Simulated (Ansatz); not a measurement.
## Debugging a many-body input for Te2Mo (2H monolayer)

Aim: the G0W0 gap of Te2Mo (2H monolayer). The first input has a fault.

Program: Ansatz 0.2.0. Level of theory: G0W0 on PBE, plane waves, PAW. Results are calculated unless marked as measured.

## 1. The structure

The cell holds 3 atoms: 1 Mo and 2 Te. Cell: a = 3.555 Å, b = 3.555 Å, c = 30.400 Å, α = 90.0°, β = 90.0°, γ = 120.0°. Vacuum lies along c.

The structure was relaxed with PBE. The runs that relaxed it are not among those shown. Spin-orbit coupling is left out unless a step names it. The default PAW set here is soft_2. Its files were made with PBE. The Coulomb interaction is cut off across the vacuum.

## 2. First try

input.yaml

```yaml
crystal:
  lattice:
    - [3.5550178363, 0.0, 0.0]
    - [-1.7775089182, 3.0787357571, 0.0]
    - [0.0, 0.0, 30.4]
  atoms:
    - { symbol: Mo, position: [0.3333333333, 0.6666666667, 0.5] }
    - { symbol: Te, position: [0.6666666667, 0.3333333333, 0.5594686411] }
    - { symbol: Te, position: [0.6666666667, 0.3333333333, 0.4405313589] }
  periodic: [true, true, false]
kpoints:
  mp_grid: { grid: [6, 6, 1] }
hamiltonian:
  xc: pbe
scf:
  occupations: { method: fixed }
gw:
  n_empty_bands: 351
  ecut_chi: 60
  qp_bands: [v2, c2]
  qp_kpoints: band_edges
  screening: { model: contour_deformation }
  plasmon_pole_fit_frequency: 20
```

Command:

```
$ ansatz run input.yaml --threads 3 --pin off --max-ram 92160MiB --backend cpu --events-out ev --progress --plain --runs-dir out
```

Numbers of over 12 decimals in the logs are rounded to 6 here.

Log:

```text
Error: inconsistent input (gw.plasmon_pole_fit_frequency, gw.screening.model): the fit frequency is the Godby–Needs plasmon-pole model's, and contour deformation fits no pole — remove gw.plasmon_pole_fit_frequency, or set gw.screening.model: godby_needs
```

Wall time 0.04 s (3 threads of AMD EPYC 7R13 (Zen 3), shared host); peak memory 0.041 GiB.

**Diagnosis.**

The program refused the input before any cycle.

The program's message: “Error: inconsistent input (gw.plasmon_pole_fit_frequency, gw.screening.model): the fit frequency is the Godby–Needs plasmon-pole model's, and contour deformation fits no pole — remove gw.plasmon_pole_ …”

The fault: fit frequency beside contour deformation. Contour deformation fits no pole, so the key has no meaning there.

## 3. A better input

G0W0 replaces the xc potential by the self-energy, built once from these orbitals. Only a window of levels is corrected, while the sums run over the empty bands that the input names.

Changes to input.yaml since step 2:

```diff
@@ -17,4 +17,4 @@
 gw:
-  n_empty_bands: 351
-  ecut_chi: 60
+  n_empty_bands: 405
+  ecut_chi: 66.0
   qp_bands: [v2, c2]
@@ -22,2 +22 @@
   screening: { model: contour_deformation }
-  plasmon_pole_fit_frequency: 20
```

Command:

```
$ ansatz run input.yaml --threads 3 --pin off --max-ram 92160MiB --backend cuda --events-out ev --progress --plain --runs-dir out --devices 1 --max-vram 13GiB
```

Log:

```text
GPUs: using 1 of 1 available (devices: 1).
[...]
device memory: the entry about to start is reckoned to put 2.9 GiB on a device that reports 45.0 GiB free (of which the cap on the GPU budget leaves the run 13.0 GiB)
GPU FFT provider: cuFFT
GPU libraries: cuBLAS 13.8.2, cuFFT 12.4.0, cuSOLVER 12.3.4
Crystal: 3 atoms, lattice volume = 332.727 Å³
Basis set: ecut = 420 eV, 6407 PW (Γ)
Bands: 28, of which v1, the nominal top of the filled ones, is band 23 counted from 1 (22 counted from 0)
Symmetry: 12 space group operations
[...]
k-points: 7 of 36 (time reversal used)
[...]
GPU buffer pool allocated for 124416 grid points (all kernels)
GPU transforms: local potential and band sums: pruned to the plane-wave sphere, on 24×24×216
[...]
SCF iter   1: F=—  HF=-18916.719940 eV  |F-HF|=—  |Δ(HF+E_count)|=         —  Δρ=2.28e-3  dr2=6.12e-3  ethr=1.77e-3  ⟨swp⟩=8.0  Hψ=981  notcnv=0  defer=20
[...]
0    22     -5.7421   -19.6344     1.0071   -18.7538  0.6940    -5.6162    -5.6156  root
     0    23     -5.3212   -17.8352     0.8142   -17.0469  0.6861    -5.2952    -5.2952  root
     0    24     -1.8309   -12.5566    -3.7578   -16.7842  0.6878    -1.3438    -1.3610  root
     0    25     -1.8309   -12.5566    -3.7578   -16.7842  0.6878    -1.3438    -1.3610  root
     1    22     -5.6904   -16.0743     1.3841   -14.3975  0.7166    -5.9872    -5.9831  root
     1    23     -5.4126   -18.2552     0.8681   -17.4383  0.6836    -5.3614    -5.3613  root
     1    24     -2.9223   -12.4321    -3.6715   -16.5667  0.6933    -2.4445    -2.4592  root
     1    25     -2.7125   -13.1616    -3.6861   -17.4285  0.7074    -2.1113    -2.1317  root
[...]
6    22     -6.5927   -18.2794     1.9790   -16.1420  0.6768    -6.7525    -6.7511  root
     6    23     -4.8691   -18.2844     0.3017   -18.1072  0.6847    -4.7451    -4.7446  root
     6    24     -3.7931   -15.2967    -3.6464   -19.5772  0.6796    -3.1366    -3.1591  root
     6    25     -2.9903   -12.8796    -3.7392   -17.1910  0.7030    -2.3991    -2.4182  root
[key lines of the parts left out:]
SCF converged after 7 iterations
Free energy (F): -18916.727733 eV
Fermi energy:    -4.869109 eV
```

It took 29 s on 1 × NVIDIA H100 80GB HBM3 (shared by 6 runs) with 3 threads; peak memory 1.7 GiB.

Numbers from this step:

```
bands summed                                 : 428
plane waves in the screening matrix          : 419
q-points in the mesh                         : 36
G0W0 gap on the mesh                         : 1.585 eV
k of the valence top                         : 0.3333, 0.3333, 0
k of the conduction bottom                   : 0.3333, 0.3333, 0
starting gap on the mesh                     : 1.076 eV
Z at the valence top                         : 0.6847
Z at the conduction bottom                   : 0.6796
least direct G0W0 gap on the computed points : 1.585 eV
```

The gap on the mesh goes from 1.08 eV to 1.59 eV, a correction of +0.51 eV. Between the two edge states, bare exchange in place of the xc potential would open the gap by 4.46 eV, and correlation takes back 3.95 eV.

## 4. Outcome

| Quantity | Value |
| --- | --- |
| first try | refused after 0.04 s |
| better run | G0W0 gap on the mesh 1.59 eV (6×6×1 mesh, 405 empty bands, screening to 66 eV) |

**Reading.** The second run differs in: empty bands, screening cutoff (eV) and plasmon pole fit frequency. Bands and cutoff are finite, so the gap is not at the basis limit. The miss can reach some tenths of an eV and take either sign; the mesh is an error of its own. The mesh in the plane is coarse for a sheet; gap and any exciton binding can still move on denser ones. The many-body steps are scalar-relativistic: spin-orbit coupling is not in them.

[Paths, hosts, dates, memory and timing lines, banners, echoed tables and standing remarks are left out of the program output.]

[Logs are printed without paths, hosts, clocks, repeated set-up lines and the standing remarks that a program may print on its own settings, such as how far it seeks lower states.]

[Runs of the session that timed out or met a known fault of the program may be left out.]

[Cells called generated may have been cut or substituted from an entry of the Crystallography Open Database or the Materials Project.]

[Hosts, paths, dates, database ids (printed as entryN), source tags and the programs' standing remarks are cut or masked in the printed files.]
